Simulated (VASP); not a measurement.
# Pd (P6_3/mmc) in VASP: a series of runs

Aim: see how the results for Pd move with the level of theory and the settings. Levels: PBEsol, LDA. Tasks: relaxation of cell and atoms.

Program: VASP 6.6.1. These are calculated values, not measurements. Logs are shortened: lines on timing, memory, paths and dates and some standing lists are left out, and cuts for length are marked.

**1. Starting point**

Symmetry: P6_3/mmc, No. 194, hexagonal system. The conventional cell has a = 2.750 Å, b = 2.750 Å, c = 4.490 Å, α = 90.00°, β = 90.00°, γ = 120.00°. Pd (site symmetry -6m2) has 12 Pd at 2.75 Å as nearest neighbours.

This isn't the form of Pd at room conditions, which is fcc.

**2. Relaxation of cell and atoms, PBEsol**

INCAR

```
SYSTEM = Pd
PREC = Accurate ; ENCUT = 600
EDIFF = 1E-7 ; ISMEAR = 0
SIGMA = 0.1 ; LREAL = .False.
LASPH = .True. ; NELM = 80
ALGO = Fast ; ISIF = 3
LWAVE = .False. ; LCHARG = .False.
GGA = PS ; IBRION = 2
NSW = 90 ; EDIFFG = -0.005
```

KPOINTS

```
regular mesh
0
Gamma
  18 18 10
  0 0 0
```

POSCAR

```
Pd
1.0
    2.7496501800      0.0000000000      0.0000000000
   -1.3748250900      2.3812669000      0.0000000000
    0.0000000000      0.0000000000      4.4901787400
Pd
2
Direct
    0.3333333300      0.6666666700      0.2500000000
    0.6666666700      0.3333333300      0.7500000000
```

Potentials or basis: VASP PAW PBE potentials, release 64 (Pd).

On the command line:

```sh
> cat potpaw_PBE.64/Pd/POTCAR > POTCAR
> mpirun -np 1 vasp_std > vasp.out
```

OUTCAR:

```text
SYSTEM = Pd
   PREC = Accurate
   ENCUT = 600
   EDIFF = 1E-7
   ISMEAR = 0
   LREAL = .False.
   LASPH = .True.
   NELM = 80
   ISIF = 3
   GGA = PS
   IBRION = 2
   NSW = 90
   EDIFFG = -0.005

 ion  position               nearest neighbor table
   1  0.333  0.667  0.250-   2 2.75   2 2.75   2 2.75   2 2.75   2 2.75   2 2.75
   2  0.667  0.333  0.750-   1 2.75   1 2.75   1 2.75   1 2.75   1 2.75   1 2.75

  LATTYP: Found a hexagonal cell.
 ALAT       =     2.7496501800
 C/A-ratio  =     1.6329999986

  Lattice vectors:

 A1 = (   2.7496501800,   0.0000000000,   0.0000000000)
 A2 = (  -1.3748250900,   2.3812669000,   0.0000000000)
 A3 = (   0.0000000000,   0.0000000000,   4.4901787400)

Analysis of symmetry for initial positions (statically):
=====================================================================
 Subroutine PRICEL returns:
 Original cell was already a primitive cell.

 Routine SETGRP: Setting up the symmetry group for a
 hexagonal supercell.

 Subroutine GETGRP returns: Found 24 space group operations
 (whereof 12 operations were pure point group operations)
 out of a pool of 24 trial point group operations.

The static configuration has the point symmetry D_3d.
 The point group associated with its full space group is D_6h.

Analysis of symmetry for dynamics (positions and initial velocities):
=====================================================================
 Subroutine PRICEL returns:
 Original cell was already a primitive cell.

 Routine SETGRP: Setting up the symmetry group for a
 hexagonal supercell.

 Subroutine GETGRP returns: Found 24 space group operations
 (whereof 12 operations were pure point group operations)
 out of a pool of 24 trial point group operations.

The dynamic configuration has the point symmetry D_3d.
 The point group associated with its full space group is D_6h.

 Subroutine INISYM returns: Found 24 space group operations
 (whereof 12 operations are pure point group operations),
 and found     1 'primitive' translations

----------------------------------------------------------------------------------------

                                     Primitive cell

  volume of cell :      29.4001

  direct lattice vectors                    reciprocal lattice vectors
     2.749650180  0.000000000  0.000000000     0.363682627  0.209972263  0.000000000
    -1.374825090  2.381266900  0.000000000     0.000000000  0.419944526  0.000000000
     0.000000000  0.000000000  4.490178740     0.000000000  0.000000000  0.222708284

  length of vectors
     2.749650180  2.749650174  4.490178740     0.419944525  0.419944526  0.222708284

  position of ions in fractional coordinates (direct lattice)
     0.333333330  0.666666670  0.250000000
     0.666666670  0.333333330  0.750000000

  ion indices of the primitive-cell ions
   primitive index   ion index
                 1           1
                 2           2

----------------------------------------------------------------------------------------

 KPOINTS: regular mesh

Automatic generation of k-mesh.
 Grid dimensions read from file:
 generate k-points for:   18   18   10

 Generating k-lattice:

  Cartesian coordinates                     Fractional coordinates (reciprocal lattice)
     0.020204590  0.011665126  0.000000000     0.055555556  0.000000000  0.000000000
     0.000000000  0.023330251  0.000000000     0.000000000  0.055555556  0.000000000
     0.000000000  0.000000000  0.022270828     0.000000000  0.000000000  0.100000000

  Length of vectors
     0.023330251  0.023330251  0.022270828

  Shift w.r.t. Gamma in fractional coordinates (k-lattice)
     0.000000000  0.000000000  0.000000000

 Subroutine IBZKPT returns following result:
 ===========================================

 Found    222 irreducible k-points:

 Following reciprocal coordinates:
            Coordinates               Weight
  0.000000  0.000000  0.000000      1.000000
  0.055556  0.000000  0.000000      6.000000
  0.111111  0.000000  0.000000      6.000000
  0.166667  0.000000  0.000000      6.000000
  0.222222  0.000000  0.000000      6.000000
  0.277778 -0.000000  0.000000      6.000000
[... 16 lines left out ...]
  0.333333  0.111111  0.000000     12.000000
  0.388889  0.111111  0.000000     12.000000
 [... further k-points ...]
   k-points           NKPTS =    222   k-points in BZ     NKDIM =    222   number of bands    NBANDS=     14
   number of dos      NEDOS =    301   number of ions     NIONS =      2
   total plane-waves  NPLWV =  20736
   dimension x,y,z NGX =    24 NGY =   24 NGZ =   36
   dimension x,y,z NGXF=    48 NGYF=   48 NGZF=   72
   ions per type =               2
   NGX,Y,Z   is equivalent  to a cutoff of  14.51, 14.51, 13.33 a.u.
   NGXF,Y,Z  is equivalent  to a cutoff of  29.02, 29.02, 26.66 a.u.
 SYSTEM =  Pd
   PREC   = accura    normal or accurate (medium, high low for compatibility)
   ISTART =      0    job   : 0-new  1-cont  2-samecut
   ICHARG =      2    charge: 1-file 2-atom 10-const
   ISPIN  =      1    spin polarized calculation?
   LNONCOLLINEAR =      F non collinear calculations
   LSORBIT =      F    spin-orbit coupling
   LASPH  =      T    aspherical Exc in radial PAW
   ENCUT  =  600.0 eV  44.10 Ry    6.64 a.u.   5.49  5.49  8.97*2*pi/ulx,y,z
   NELM   =     80;   NELMIN=  2; NELMDL= -5     # of ELM steps
   EDIFF  = 0.1E-06   stopping-criterion for ELM
   LREAL  =      F    real-space projection
   EDIFFG = -.5E-02   stopping-criterion for IOM
   NSW    =     90    number of steps for IOM
   IBRION =      2    ionic relax: 0-MD 1-quasi-New 2-CG
   NFREE  =      1    steps in history (QN), initial steepest desc. (CG)
   ISIF   =      3    stress and relaxation
   ISYM   =      2    0-nonsym 1-usesym 2-fastsym
   POTIM  = 0.5000    time-step for ionic-motion
   TEBEG  =    0.0;   TEEND  =   0.0 temperature during run
   PSTRESS=    0.0 pullay stress
   NELECT =      20.0000    total number of electrons
   NUPDOWN=      -1.0000    fix difference up-down
   EMIN   =  10.00;   EMAX   =-10.00  energy-range for DOS
   EFERMI =   0.00;   METHOD = LEGACY
   ISMEAR =     0;   SIGMA  =   0.10  broadening in eV -4-tet -1-fermi 0-gaus
   EFERMI_NEDOS =   21; number of points for ismear=-14 and -15
   IALGO  =     68    algorithm
   IMIX   =      4    mixing-type and parameters
     AMIX     =   0.40;   BMIX     =  1.00
     AMIX_MAG =   1.60;   BMIX_MAG =  1.00
  volume/ion in A,a.u.               =      14.70        99.20
  Fermi-wavevector in a.u.,A,eV,Ry     =   1.439799  2.720825 28.205154  2.073020
  Thomas-Fermi vector in A             =   2.558614
   LORBIT       =      0    0 simple, 1 ext, 2 COOP (PROOUT), +10 PAW based schemes
   GGA     = PS    functional components
   LHFCALC =     F    Hartree Fock is set to
   AEXX    =    0.0000 exact exchange contribution
   IVDW    =     0    specifies the selected vdW correction
   LEPSILON=     F    determine dielectric tensor
   LRPA    =     F    only Hartree local field effects (RPA)
 conjugate gradient relaxation of ions
 non-spin polarized calculation
 RMM-DIIS sequential band-by-band and
 Gauss-broadening in eV      SIGMA  =   0.10
  energy-cutoff  :      600.00
  volume of cell :       29.40
 maximum number of plane-waves:      1008
 NGX is ok and might be reduce to    24
   NGX = 11   NGY = 11   NGZ = 17

--------------------------------------- Ionic step        1  -------------------------------------------

 number of electron      19.9999997 magnetization

 Free energy of the ion-electron system (eV)
  ---------------------------------------------------
  ext. energy  EPLUGINS =         0.00000000
  ---------------------------------------------------
  free energy    TOTEN  =       -11.85341606 eV

  energy without entropy =      -11.82321565  energy(sigma->0) =      -11.83831586

------------------------ aborting loop because EDIFF is reached ----------------------------------------

  FORCE on cell =-STRESS in cart. coord.  units (eV):
  Direction    XX          YY          ZZ          XY          YZ          ZX
  --------------------------------------------------------------------------------------
  -------------------------------------------------------------------------------------
  Total       -0.4928867     -0.4928867      0.2085178     -0.0000000      0.0000000     -0.0000000
  in kB      -26.8601561    -26.8601559     11.3633042     -0.0000000      0.0000000     -0.0000000
  external PRESSURE =     -14.1190026 kB  Pullay stress =       0.0000000 kB
[... 21 lines left out ...]
  energy  without entropy=      -11.8232156522  energy(sigma->0) =      -11.83831586

--------------------------------------- Ionic step        2  -------------------------------------------

 number of electron      19.9999996 magnetization

 E-fermi :  10.0106     XC(G=0): -13.5168

 val. band max:       10.0104027707   @ k =   0.1667   0.1667   0.3000
 cond. band min:      10.0133373763   @ k =   0.3333   0.0556   0.0000
 fundamental gap:      0.0029346056
 Fermi energy:        10.0105548307

 k-point     1 :       0.0000    0.0000    0.0000
  band No.  band energies     occupation
      1       2.5867      2.00000
      2       4.4732      2.00000
      3       6.9464      2.00000
      4       7.1463      2.00000
      5       7.1463      2.00000
      6       7.5224      2.00000
      7       7.5224      2.00000
      8       8.2520      2.00000
      9       8.2520      2.00000
     10       9.7686      1.99938
     11       9.7686      1.99938
     12      10.7293      0.00000
     13      17.1821      0.00000
     14      27.0977      0.00000
[... 375 lines left out ...]
 k-point    24 :       0.3889    0.1111    0.0000
  band No.  band energies     occupation
      1       4.8805      2.00000
      2       5.1943      2.00000
      3       5.2796      2.00000
      4       7.0395      2.00000
      5       7.4035      2.00000
      6       7.5507      2.00000
      7       7.7357      2.00000
      8       9.6928      1.99999
      9       9.9384      1.69268
     10       9.9959      1.16367
     11      12.3581      0.00000
     12      15.9270      0.00000
     13      19.7298      0.00000
     14      20.1009      0.00000

 [... further k-points ...]
[... 5 lines left out ...]
  --------------------------------------------------------------------------------------
  -------------------------------------------------------------------------------------
  Total        0.3380161      0.3380161      0.6306158      0.0000000      0.0000000      0.0000000
  in kB       18.7719134     18.7719133     35.0216017      0.0000000      0.0000000      0.0000000
  external PRESSURE =      24.1884762 kB  Pullay stress =       0.0000000 kB
[... 201 lines left out ...]
  energy  without entropy=      -11.8339705346  energy(sigma->0) =      -11.84755188

--------------------------------------- Ionic step        8  -------------------------------------------

 number of electron      19.9999993 magnetization

 Free energy of the ion-electron system (eV)
  ---------------------------------------------------
  ext. energy  EPLUGINS =         0.00000000
  ---------------------------------------------------
  free energy    TOTEN  =       -11.86115789 eV

  energy without entropy =      -11.83413527  energy(sigma->0) =      -11.84764658

 E-fermi :   9.8086     XC(G=0): -13.4439

 val. band max:        9.8050713733   @ k =   0.2778   0.1667   0.2000
 cond. band min:       9.8088052579   @ k =   0.3889   0.1111   0.0000
 fundamental gap:      0.0037338846
 Fermi energy:         9.8085610474

 k-point     1 :       0.0000    0.0000    0.0000
  band No.  band energies     occupation
      1       2.4784      2.00000
      2       4.3555      2.00000
      3       6.7381      2.00000
      4       6.9910      2.00000
      5       6.9910      2.00000
      6       7.3445      2.00000
      7       7.3445      2.00000
      8       8.1434      2.00000
      9       8.1434      2.00000
     10       9.5765      1.99897
     11       9.5765      1.99897
     12      10.4673      0.00000
     13      16.7397      0.00000
     14      26.9569      0.00000
[... 375 lines left out ...]
 k-point    24 :       0.3889    0.1111    0.0000
  band No.  band energies     occupation
      1       4.7633      2.00000
      2       5.0889      2.00000
      3       5.1503      2.00000
      4       6.9333      2.00000
      5       7.2341      2.00000
      6       7.4237      2.00000
      7       7.5542      2.00000
      8       9.4934      1.99999
      9       9.7051      1.85662
     10       9.8088      0.99724
     11      12.1741      0.00000
     12      15.7195      0.00000
     13      19.4058      0.00000
     14      19.7601      0.00000

 [... further k-points ...]
[... 5 lines left out ...]
  --------------------------------------------------------------------------------------
  -------------------------------------------------------------------------------------
  Total        0.0007900      0.0007900     -0.0073377      0.0000000      0.0000000      0.0000000
  in kB        0.0433630      0.0433630     -0.4027904      0.0000000      0.0000000      0.0000000
  external PRESSURE =      -0.1053548 kB  Pullay stress =       0.0000000 kB
[... 17 lines left out ...]
  FREE ENERGIE OF THE ION-ELECTRON SYSTEM (eV)
  ---------------------------------------------------
  free  energy   TOTEN  =       -11.8611578871 eV

  energy  without entropy=      -11.8341352662  energy(sigma->0) =      -11.84764658

 reached required accuracy - stopping structural energy minimisation
```

It took 3.3 min on 1 thread of Intel Xeon Platinum 8488C (Sapphire Rapids), shared host; peak memory 0.24 GiB.

Results:

```yaml
Free_energy: -11.8612 eV
Relaxed_volume: 14.59 Å³/atom
Relaxed_cell: a = 2.718 Å, b = 2.718 Å, c = 4.562 Å, α = 90.00°, β = 90.00°, γ = 120.00°
Space_group_after_relaxing_to_0.05_Å: P6_3/mmc (No. 194)
Energy_gained_by_relaxing: 3.9 meV/atom
Ionic_steps: 8
Pressure_after_relaxing: 0.0 GPa
Band_gap_on_the_k_mesh: none (metal or under the smearing width)
```

Step by step:
| step | energy change (eV) | largest force (eV/Å) | pressure (GPa) | volume (Å³) |
| --- | --- | --- | --- | --- |
| 1 | 0.0000 | 0.0000 | -1.41 | 29.40 |
| 2 | -0.0043 | 0.0000 | 2.42 | 28.85 |
| 3 | -0.0049 | 0.0000 | 1.38 | 28.99 |
| 4 | -0.0076 | 0.0000 | -0.03 | 29.19 |
| 5 | -0.0077 | 0.0000 | 0.22 | 29.16 |
| 6 | -0.0077 | 0.0000 | 0.19 | 29.16 |
| 7 | -0.0077 | 0.0000 | -0.22 | 29.22 |
| 8 | -0.0077 | 0.0000 | -0.01 | 29.19 |

Final structure:
```cif
data_structure
_symmetry_space_group_name_H-M 'P 1'
_symmetry_Int_Tables_number 1
_cell_length_a 2.7180
_cell_length_b 2.7180
_cell_length_c 4.5622
_cell_angle_alpha 90.000
_cell_angle_beta 90.000
_cell_angle_gamma 120.000
_cell_volume 29.19
loop_
_atom_site_label
_atom_site_type_symbol
_atom_site_fract_x
_atom_site_fract_y
_atom_site_fract_z
_atom_site_occupancy
Pd1 Pd 0.33333 0.66667 0.25000 1
Pd2 Pd 0.66667 0.33333 0.75000 1
```

Levels at points of the mesh, in eV from the Fermi level:
```tsv
k point	band 8	band 9	band 10	band 11	band 12	band 13
(0.00, 0.00, 0.00)	-1.67	-1.67	-0.23	-0.23	0.66	6.93
(0.50, 0.00, 0.00)	0.03	0.05	0.24	2.61	4.60	9.68
(0.00, 0.00, 0.50)	-2.85	-0.71	-0.71	-0.71	-0.71	13.96
(0.50, 0.00, 0.50)	-0.50	0.16	0.16	2.59	2.59	8.35
```

Caveat: the PAW data sets were made with another functional, which shifts forces and pressure a little.

**3. Relaxation of cell and atoms, LDA**

INCAR, as its differences from that of step 2:

```diff
@@ -7,3 +7,3 @@
 LWAVE = .False. ; LCHARG = .False.
-GGA = PS ; IBRION = 2
+GGA = CA ; IBRION = 2
 NSW = 90 ; EDIFFG = -0.005
```

KPOINTS is that of step 2.

POSCAR is that of step 2.

Potentials or basis: VASP PAW LDA potentials, release 64 (Pd).

On the command line:

```sh
> cat potpaw_LDA.64/Pd/POTCAR > POTCAR
> mpirun -np 1 vasp_std > vasp.out
```

Wall time 3.8 min (1 thread of Intel Xeon Platinum 8488C (Sapphire Rapids), shared host); peak memory 0.23 GiB.

Results (log left out):

```yaml
Free_energy: -12.9246 eV
Relaxed_volume: 14.23 Å³/atom
Relaxed_cell: a = 2.695 Å, b = 2.695 Å, c = 4.525 Å, α = 90.00°, β = 90.00°, γ = 120.00°
Space_group_after_relaxing_to_0.05_Å: P6_3/mmc (No. 194)
Energy_gained_by_relaxing: 13.8 meV/atom
Ionic_steps: 9
Pressure_after_relaxing: 0.0 GPa
Band_gap_on_the_k_mesh: none (metal or under the smearing width)
```

The path:
```
step  energy change (eV)  largest force (eV/Å)  pressure (GPa)  volume (Å³)
   1              0.0000                0.0000           -6.56        29.40
   2              0.0393                0.0000           14.51        26.91
   3             -0.0231                0.0000            0.30        28.42
   4             -0.0231                0.0000            0.49        28.40
   5             -0.0270                0.0000            0.32        28.41
   6             -0.0276                0.0000            0.29        28.42
   7             -0.0276                0.0000            0.29        28.42
   8             -0.0275                0.0000           -0.56        28.52
   9             -0.0276                0.0000           -0.03        28.46
```

Final structure:
```xyz
2
Lattice="2.6947 0.0000 0.0000 -1.3473 2.3337 0.0000 0.0000 0.0000 4.5254" Properties=species:S:1:pos:R:3 pbc="T T T"
Pd    0.0000    1.5558    1.1314
Pd    1.3473    0.7779    3.3941
```

Levels at points of the mesh, in eV from the Fermi level:
```
           k point  band 7  band 8  band 9  band 10  band 11  band 12  band 13  band 14
(0.00, 0.00, 0.00)   -2.58   -1.74   -1.74    -0.24    -0.24     0.61     7.11    17.20
(0.50, 0.00, 0.00)   -1.93    0.03    0.05     0.25     2.66     4.70     9.81    10.08
(0.00, 0.00, 0.50)   -2.98   -2.98   -0.74    -0.74    -0.74    -0.74    14.16    14.16
(0.50, 0.00, 0.50)   -0.53   -0.53    0.17     0.17     2.60     2.60     8.55     8.55
```
